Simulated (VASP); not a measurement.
# Ba (P6/mmm) in VASP: a series of runs

Runs on Ba. Level: LDA. Tasks: single point.

Everything below comes from runs of VASP 6.6.1. Logs are shortened: lines on timing, memory, paths and dates and some standing lists are left out, and cuts for length are marked.

## (1) The crystal as given

The structure is hexagonal, space group P6/mmm (No. 191). Conventional cell: a = 4.312 Å, b = 4.312 Å, c = 3.913 Å, α = 90.00°, β = 90.00°, γ = 120.00°. Ba (site symmetry 6/mmm) has 8 Ba at 3.91 to 4.31 Å as nearest neighbours.

This isn't the form of Ba at room conditions, which is bcc.

## (2) Single point, LDA

Input file INCAR:

```
SYSTEM = Ba
ADDGRID = .False.
ALGO = Normal
EDIFF = 1E-4
ENCUT = 550
GGA = CA
ISIF = 2
ISMEAR = -1
LASPH = .True.
LCHARG = .False.
LREAL = .False.
LWAVE = .False.
NBANDS = 11
NELM = 100
PREC = Accurate
SIGMA = 0.2
```

Input file KPOINTS:

```
k-points
0
Gamma
  10 10 10
  0 0 0
```

Input file POSCAR:

```
Ba
1.0
    4.3116136979      0.0000000000      0.0000000000
   -2.1558068490      3.7339669937      0.0000000000
    0.0000000000      0.0000000000      3.9134133000
Ba
1
Direct
    0.0000000000      0.0000000000      0.0000000000
```

Potentials or basis: VASP PAW LDA potentials, release 64 (Ba_sv).

Launch:

```sh
$ cat potpaw_LDA.64/Ba_sv/POTCAR > POTCAR
$ mpirun -np 1 vasp_std > vasp.out
```

OUTCAR:

```text
SYSTEM = Ba
   EDIFF = 1E-4
   ENCUT = 550
   GGA = CA
   ISIF = 2
   ISMEAR = -1
   LASPH = .True.
   LREAL = .False.
   NELM = 100
   PREC = Accurate

 Found     84 irreducible k-points:

 Following reciprocal coordinates:
            Coordinates               Weight
  0.000000  0.000000  0.000000      1.000000
  0.100000  0.000000  0.000000      6.000000
  0.200000  0.000000  0.000000      6.000000
  0.300000  0.000000  0.000000      6.000000
  0.400000  0.000000  0.000000      6.000000
  0.500000  0.000000  0.000000      3.000000
   k-points           NKPTS =     84   k-points in BZ     NKDIM =     84   number of bands    NBANDS=     11
   number of dos      NEDOS =    301   number of ions     NIONS =      1
   total plane-waves  NPLWV =  38880
   dimension x,y,z NGX =    36 NGY =   36 NGZ =   30
   dimension x,y,z NGXF=    72 NGYF=   72 NGZF=   60
   ions per type =               1
   NGX,Y,Z   is equivalent  to a cutoff of  13.88, 13.88, 12.74 a.u.
   NGXF,Y,Z  is equivalent  to a cutoff of  27.76, 27.76, 25.49 a.u.
 SYSTEM =  Ba
   PREC   = accura    normal or accurate (medium, high low for compatibility)
   ISTART =      0    job   : 0-new  1-cont  2-samecut
   ICHARG =      2    charge: 1-file 2-atom 10-const
   ISPIN  =      1    spin polarized calculation?
   LNONCOLLINEAR =      F non collinear calculations
   LSORBIT =      F    spin-orbit coupling
   LASPH  =      T    aspherical Exc in radial PAW
   ENCUT  =  550.0 eV  40.42 Ry    6.36 a.u.   8.24  8.24  7.48*2*pi/ulx,y,z
   NELM   =    100;   NELMIN=  2; NELMDL= -5     # of ELM steps
   EDIFF  = 0.1E-03   stopping-criterion for ELM
   LREAL  =      F    real-space projection
   EDIFFG = 0.1E-02   stopping-criterion for IOM
   NSW    =      0    number of steps for IOM
   IBRION =     -1    ionic relax: 0-MD 1-quasi-New 2-CG
   NFREE  =      0    steps in history (QN), initial steepest desc. (CG)
   ISIF   =      2    stress and relaxation
   ISYM   =      2    0-nonsym 1-usesym 2-fastsym
   POTIM  = 0.5000    time-step for ionic-motion
   TEBEG  =    0.0;   TEEND  =   0.0 temperature during run
   PSTRESS=    0.0 pullay stress
   NELECT =      10.0000    total number of electrons
   NUPDOWN=      -1.0000    fix difference up-down
   EMIN   =  10.00;   EMAX   =-10.00  energy-range for DOS
   EFERMI =   0.00;   METHOD = LEGACY
   ISMEAR =    -1;   SIGMA  =   0.20  broadening in eV -4-tet -1-fermi 0-gaus
   EFERMI_NEDOS =   21; number of points for ismear=-14 and -15
   IALGO  =     38    algorithm
   IMIX   =      4    mixing-type and parameters
     AMIX     =   0.40;   BMIX     =  1.00
     AMIX_MAG =   1.60;   BMIX_MAG =  1.00
  volume/ion in A,a.u.               =      63.00       425.17
  Fermi-wavevector in a.u.,A,eV,Ry     =   0.886379  1.675014 10.689660  0.785668
  Thomas-Fermi vector in A             =   2.007537
   LORBIT       =      0    0 simple, 1 ext, 2 COOP (PROOUT), +10 PAW based schemes
   GGA     = CA    functional components
   LHFCALC =     F    Hartree Fock is set to
   AEXX    =    0.0000 exact exchange contribution
   IVDW    =     0    specifies the selected vdW correction
   LEPSILON=     F    determine dielectric tensor
   LRPA    =     F    only Hartree local field effects (RPA)
 non-spin polarized calculation
  energy-cutoff  :      550.00
  volume of cell :       63.00
 maximum number of plane-waves:      1869
 NGX is ok and might be reduce to    36
   NGX = 17   NGY = 17   NGZ = 15

 number of electron      10.0000000 magnetization

 Free energy of the ion-electron system (eV)
  ---------------------------------------------------
  ext. energy  EPLUGINS =         0.00000000
  ---------------------------------------------------
  free energy    TOTEN  =        -2.13998697 eV

  energy without entropy =       -1.90585448  energy(sigma->0) =       -2.02292073

 E-fermi :   1.3899     XC(G=0):  -7.5978

 val. band max:        1.3419831157   @ k =   0.4000   0.2000   0.3000
 cond. band min:       1.4286870873   @ k =   0.3000   0.3000   0.0000
 fundamental gap:      0.0867039715
 Fermi energy:         1.3899282085

 k-point     1 :       0.0000    0.0000    0.0000
  band No.  band energies     occupation
      1     -27.5375      2.00000
      2     -12.4818      2.00000
      3     -12.4818      2.00000
      4     -12.3758      2.00000
      5      -1.2701      2.00000
      6       1.4673      0.80905
      7       3.1006      0.00039
      8       3.1006      0.00039
      9       6.2935      0.00000
     10       6.2935      0.00000
     11       7.5396      0.00000

 k-point     2 :       0.1000    0.0000    0.0000
  band No.  band energies     occupation
      1     -27.5334      2.00000
      2     -12.5330      2.00000
      3     -12.4932      2.00000
      4     -12.3708      2.00000
      5      -1.0996      1.99999
      6       1.5392      0.64327
      7       2.8465      0.00137
      8       3.2722      0.00016
      9       5.9648      0.00000
     10       6.2487      0.00000
     11       8.0572      0.00000

 k-point     3 :       0.2000    0.0000    0.0000
  band No.  band energies     occupation
      1     -27.5228      2.00000
      2     -12.6635      2.00000
      3     -12.5228      2.00000
      4     -12.3575      2.00000
      5      -0.6417      1.99992
      6       1.7048      0.34321
      7       2.3942      0.01310
      8       3.7737      0.00001
      9       5.3615      0.00000
     10       6.1361      0.00000
     11       8.7125      0.00000

 k-point     4 :       0.3000    0.0000    0.0000
  band No.  band energies     occupation
      1     -27.5096      2.00000
      2     -12.8180      2.00000
      3     -12.5590      2.00000
      4     -12.3409      2.00000
      5      -0.0613      1.99859
      6       1.6969      0.35454
      7       2.2969      0.02123
      8       4.5614      0.00000
      9       4.8318      0.00000
     10       6.0054      0.00000
     11       7.8172      0.00000

 k-point     5 :       0.4000    0.0000    0.0000
  band No.  band energies     occupation
      1     -27.4988      2.00000
      2     -12.9381      2.00000
      3     -12.5878      2.00000
      4     -12.3275      2.00000
      5       0.3598      1.98848
      6       1.6638      0.40542
      7       2.4544      0.00971
      8       4.4883      0.00000
      9       5.5305      0.00000
     10       5.9058      0.00000
     11       7.3749      0.00000

 k-point     6 :       0.5000    0.0000    0.0000
  band No.  band energies     occupation
      1     -27.4947      2.00000
      2     -12.9829      2.00000
      3     -12.5987      2.00000
      4     -12.3223      2.00000
      5       0.4697      1.98012
      6       1.7573      0.27484
      7       2.4876      0.00824
      8       4.3703      0.00000
      9       5.8690      0.00000
     10       6.2044      0.00000
     11       7.3523      0.00000

 [... further k-points ...]

------------------------ aborting loop because EDIFF is reached ----------------------------------------

  FORCE on cell =-STRESS in cart. coord.  units (eV):
  Direction    XX          YY          ZZ          XY          YZ          ZX
  --------------------------------------------------------------------------------------
  -------------------------------------------------------------------------------------
  Total       -0.5402184     -0.5402184     -0.1990012      0.0000000      0.0000000      0.0000000
  in kB      -13.7376962    -13.7376962     -5.0605806      0.0000000      0.0000000      0.0000000
  external PRESSURE =     -10.8453243 kB  Pullay stress =       0.0000000 kB

 VOLUME and BASIS-vectors are now :
 -----------------------------------------------------------------------------
  energy-cutoff  :      550.00
  volume of cell :       63.00
      direct lattice vectors                 reciprocal lattice vectors
     4.311613698  0.000000000  0.000000000     0.231931724  0.133905844  0.000000000
    -2.155806849  3.733966994  0.000000000     0.000000000  0.267811687  0.000000000
     0.000000000  0.000000000  3.913413300     0.000000000  0.000000000  0.255531405

 POSITION                                       TOTAL-FORCE (eV/Angst)
 -----------------------------------------------------------------------------------
      0.00000      0.00000      0.00000         0.000000      0.000000      0.000000
 -----------------------------------------------------------------------------------
    total drift:                                0.000000      0.000000     -0.000000

  FREE ENERGIE OF THE ION-ELECTRON SYSTEM (eV)
  ---------------------------------------------------
  free  energy   TOTEN  =        -2.1399869664 eV

  energy  without entropy=       -1.9058544848  energy(sigma->0) =       -2.02292073
```

stdout:

```text
POSCAR found type information on POSCAR Ba
 POSCAR found :  1 types and       1 ions
 scaLAPACK will be used
 LDA part: xc-table for (Slater(with rela. corr.)+CA(PZ))
 , standard interpolation
 POSCAR, INCAR and KPOINTS ok, starting setup
 FFT: planning ... GRIDC
 FFT: planning ... GRID_SOFT
 FFT: planning ... GRID
 WAVECAR not read
 entering main loop
```

Wall time 13 s (1 thread of Intel Xeon 6975P-C (Granite Rapids), shared host); peak memory 0.19 GiB.

These settings aren't checked as converged: the numbers below hold their error.

What came out:

```
Free energy            : -2.1400 eV
Pressure               : -1.1 GPa
Band gap on the k mesh : none (metal or under the smearing width)
```

## (3) Single point, LDA

INCAR is that of step 2.

KPOINTS is that of step 2.

Input file POSCAR:

```
Ba
1.0
    4.3404360000      0.0427450000      0.0778240000
   -2.1332000000      3.6827230000     -0.0419260000
    0.0706370000     -0.0031590000      3.9204320000
Ba
1
Direct
    0.0107920000      0.0146870000     -0.0229320000
```

Potentials or basis: VASP PAW LDA potentials, release 64 (Ba_sv).

Launch:

```sh
$ cat potpaw_LDA.64/Ba_sv/POTCAR > POTCAR
$ mpirun -np 1 vasp_std > vasp.out
```

Wall time 76 s (1 thread of Intel Xeon 6975P-C (Granite Rapids), shared host); peak memory 0.46 GiB.

The run converged, but some of its settings lie outside the range that counts as converged, so its numbers aren't taken as properties of the crystal.

What came out:

```yaml
Free_energy: -2.1407 eV
Pressure: -1.1 GPa
Band_gap_on_the_k_mesh: none (metal or under the smearing width)
```

## (4) Single point, LDA

Changes to INCAR since step 3:

```diff
@@ -3,4 +3,4 @@
 ALGO = Normal
-EDIFF = 1E-4
-ENCUT = 550
+EDIFF = 1E-6
+ENCUT = 450
 GGA = CA
```

Input file KPOINTS:

```
k-points
0
Gamma
  12 12 12
  0 0 0
```

Input file POSCAR:

```
Ba
1.0
    4.3116136979      0.0000000000      0.0000000000
   -2.1558068490      3.7339669937      0.0000000000
    0.0000000000      0.0000000000      3.9134133000
Ba
1
Direct
    0.0000000000      0.0000000000      0.0000000000
```

Potentials or basis: VASP PAW LDA potentials, release 64 (Ba_sv).

Launch:

```sh
$ cat potpaw_LDA.64/Ba_sv/POTCAR > POTCAR
$ mpirun -np 1 vasp_std > vasp.out
```

OUTCAR:

```text
SYSTEM = Ba
   EDIFF = 1E-6
   ENCUT = 450
   GGA = CA
   ISIF = 2
   ISMEAR = -1
   LASPH = .True.
   LREAL = .False.
   NELM = 100
   PREC = Accurate

 Found    133 irreducible k-points:

 Following reciprocal coordinates:
            Coordinates               Weight
  0.000000  0.000000  0.000000      1.000000
  0.083333 -0.000000  0.000000      6.000000
  0.166667  0.000000  0.000000      6.000000
  0.250000  0.000000  0.000000      6.000000
  0.333333  0.000000  0.000000      6.000000
  0.416667 -0.000000  0.000000      6.000000
   k-points           NKPTS =    133   k-points in BZ     NKDIM =    133   number of bands    NBANDS=     11
   number of dos      NEDOS =    301   number of ions     NIONS =      1
   total plane-waves  NPLWV =  25200
   dimension x,y,z NGX =    30 NGY =   30 NGZ =   28
   dimension x,y,z NGXF=    60 NGYF=   60 NGZF=   56
   ions per type =               1
   NGX,Y,Z   is equivalent  to a cutoff of  11.57, 11.57, 11.89 a.u.
   NGXF,Y,Z  is equivalent  to a cutoff of  23.13, 23.13, 23.79 a.u.
 SYSTEM =  Ba
   PREC   = accura    normal or accurate (medium, high low for compatibility)
   ISTART =      0    job   : 0-new  1-cont  2-samecut
   ICHARG =      2    charge: 1-file 2-atom 10-const
   ISPIN  =      1    spin polarized calculation?
   LNONCOLLINEAR =      F non collinear calculations
   LSORBIT =      F    spin-orbit coupling
   LASPH  =      T    aspherical Exc in radial PAW
   ENCUT  =  450.0 eV  33.07 Ry    5.75 a.u.   7.46  7.46  6.77*2*pi/ulx,y,z
   NELM   =    100;   NELMIN=  2; NELMDL= -5     # of ELM steps
   EDIFF  = 0.1E-05   stopping-criterion for ELM
   LREAL  =      F    real-space projection
   EDIFFG = 0.1E-04   stopping-criterion for IOM
   NSW    =      0    number of steps for IOM
   IBRION =     -1    ionic relax: 0-MD 1-quasi-New 2-CG
   NFREE  =      0    steps in history (QN), initial steepest desc. (CG)
   ISIF   =      2    stress and relaxation
   ISYM   =      2    0-nonsym 1-usesym 2-fastsym
   POTIM  = 0.5000    time-step for ionic-motion
   TEBEG  =    0.0;   TEEND  =   0.0 temperature during run
   PSTRESS=    0.0 pullay stress
   NELECT =      10.0000    total number of electrons
   NUPDOWN=      -1.0000    fix difference up-down
   EMIN   =  10.00;   EMAX   =-10.00  energy-range for DOS
   EFERMI =   0.00;   METHOD = LEGACY
   ISMEAR =    -1;   SIGMA  =   0.20  broadening in eV -4-tet -1-fermi 0-gaus
   EFERMI_NEDOS =   21; number of points for ismear=-14 and -15
   IALGO  =     38    algorithm
   IMIX   =      4    mixing-type and parameters
     AMIX     =   0.40;   BMIX     =  1.00
     AMIX_MAG =   1.60;   BMIX_MAG =  1.00
  volume/ion in A,a.u.               =      63.00       425.17
  Fermi-wavevector in a.u.,A,eV,Ry     =   0.886379  1.675014 10.689660  0.785668
  Thomas-Fermi vector in A             =   2.007537
   LORBIT       =      0    0 simple, 1 ext, 2 COOP (PROOUT), +10 PAW based schemes
   GGA     = CA    functional components
   LHFCALC =     F    Hartree Fock is set to
   AEXX    =    0.0000 exact exchange contribution
   IVDW    =     0    specifies the selected vdW correction
   LEPSILON=     F    determine dielectric tensor
   LRPA    =     F    only Hartree local field effects (RPA)
 non-spin polarized calculation
  energy-cutoff  :      450.00
  volume of cell :       63.00
 maximum number of plane-waves:      1388
 NGX is ok and might be reduce to    30
   NGX = 15   NGY = 15   NGZ = 13

 number of electron      10.0000000 magnetization

 Free energy of the ion-electron system (eV)
  ---------------------------------------------------
  ext. energy  EPLUGINS =         0.00000000
  ---------------------------------------------------
  free energy    TOTEN  =        -2.13993065 eV

  energy without entropy =       -1.90560743  energy(sigma->0) =       -2.02276904

 E-fermi :   1.3899     XC(G=0):  -7.5979

 val. band max:        1.3838783713   @ k =   0.3333   0.2500   0.0833
 cond. band min:       1.3944579869   @ k =   0.5000   0.0000   0.2500
 fundamental gap:      0.0105796156
 Fermi energy:         1.3898505165

 k-point     1 :       0.0000    0.0000    0.0000
  band No.  band energies     occupation
      1     -27.5369      2.00000
      2     -12.4816      2.00000
      3     -12.4816      2.00000
      4     -12.3751      2.00000
      5      -1.2703      2.00000
      6       1.4675      0.80834
      7       3.1000      0.00039
      8       3.1000      0.00039
      9       6.2936      0.00000
     10       6.2936      0.00000
     11       7.5389      0.00000
[... 57 lines left out ...]
 k-point     6 :       0.4167   -0.0000    0.0000
  band No.  band energies     occupation
      1     -27.4970      2.00000
      2     -12.9515      2.00000
      3     -12.5909      2.00000
      4     -12.3253      2.00000
      5       0.3969      1.98613
      6       1.6818      0.37703
      7       2.4689      0.00904
      8       4.4524      0.00000
      9       5.6912      0.00000
     10       5.8947      0.00000
     11       7.3526      0.00000

 [... further k-points ...]

------------------------ aborting loop because EDIFF is reached ----------------------------------------

  FORCE on cell =-STRESS in cart. coord.  units (eV):
  Direction    XX          YY          ZZ          XY          YZ          ZX
  --------------------------------------------------------------------------------------
  -------------------------------------------------------------------------------------
  Total       -0.5564087     -0.5564087     -0.2024906      0.0000000      0.0000000      0.0000000
  in kB      -14.1494149    -14.1494149     -5.1493144      0.0000000      0.0000000      0.0000000
  external PRESSURE =     -11.1493814 kB  Pullay stress =       0.0000000 kB

 VOLUME and BASIS-vectors are now :
 -----------------------------------------------------------------------------
  energy-cutoff  :      450.00
  volume of cell :       63.00
      direct lattice vectors                 reciprocal lattice vectors
     4.311613698  0.000000000  0.000000000     0.231931724  0.133905844  0.000000000
    -2.155806849  3.733966994  0.000000000     0.000000000  0.267811687  0.000000000
     0.000000000  0.000000000  3.913413300     0.000000000  0.000000000  0.255531405

 POSITION                                       TOTAL-FORCE (eV/Angst)
 -----------------------------------------------------------------------------------
      0.00000      0.00000      0.00000         0.000000      0.000000      0.000000
 -----------------------------------------------------------------------------------
    total drift:                               -0.000000      0.000000     -0.000000

  FREE ENERGIE OF THE ION-ELECTRON SYSTEM (eV)
  ---------------------------------------------------
  free  energy   TOTEN  =        -2.1399306472 eV

  energy  without entropy=       -1.9056074309  energy(sigma->0) =       -2.02276904
```

OSZICAR:

```text
N       E                     dE             d eps       ncg     rms          rms(c)
DAV:   1     0.496300480931E+02    0.49630E+02   -0.39254E+03  2926   0.667E+02
DAV:   2     0.291980379857E+00   -0.49338E+02   -0.48117E+02  3511   0.131E+02
DAV:   3    -0.206763424526E+01   -0.23596E+01   -0.23403E+01  3764   0.288E+01
DAV:   4    -0.214468881901E+01   -0.77055E-01   -0.76871E-01  3790   0.487E+00
DAV:   5    -0.214752560341E+01   -0.28368E-02   -0.28360E-02  4071   0.726E-01    0.183E+00
DAV:   6    -0.214258400838E+01    0.49416E-02   -0.49290E-03  3576   0.594E-01    0.108E+00
DAV:   7    -0.213986449532E+01    0.27195E-02   -0.82630E-03  3552   0.772E-01    0.497E-02
DAV:   8    -0.213992733848E+01   -0.62843E-04   -0.41884E-04  4422   0.109E-01    0.162E-02
DAV:   9    -0.213993046857E+01   -0.31301E-05   -0.84804E-06  3565   0.212E-02    0.748E-03
DAV:  10    -0.213993064718E+01   -0.17861E-06   -0.17770E-06  2593   0.668E-03
   1 F= -.21399306E+01 E0= -.20227690E+01  d E =-.234323E+00
```

stdout:

```text
POSCAR found type information on POSCAR Ba
 POSCAR found :  1 types and       1 ions
 scaLAPACK will be used
 LDA part: xc-table for (Slater(with rela. corr.)+CA(PZ))
 , standard interpolation
 POSCAR, INCAR and KPOINTS ok, starting setup
 FFT: planning ... GRIDC
 FFT: planning ... GRID_SOFT
 FFT: planning ... GRID
 WAVECAR not read
 entering main loop
```

It took 20 s on 1 thread of Intel Xeon 6975P-C (Granite Rapids), shared host; peak memory 0.19 GiB.

The run converged, but some of its settings lie outside the range that counts as converged, so its numbers aren't taken as properties of the crystal.

What came out:

* Free energy: -2.1399 eV
* Pressure: -1.1 GPa
* Band gap on the k mesh: none (metal or under the smearing width)

(Continued in part 2 of 2.)
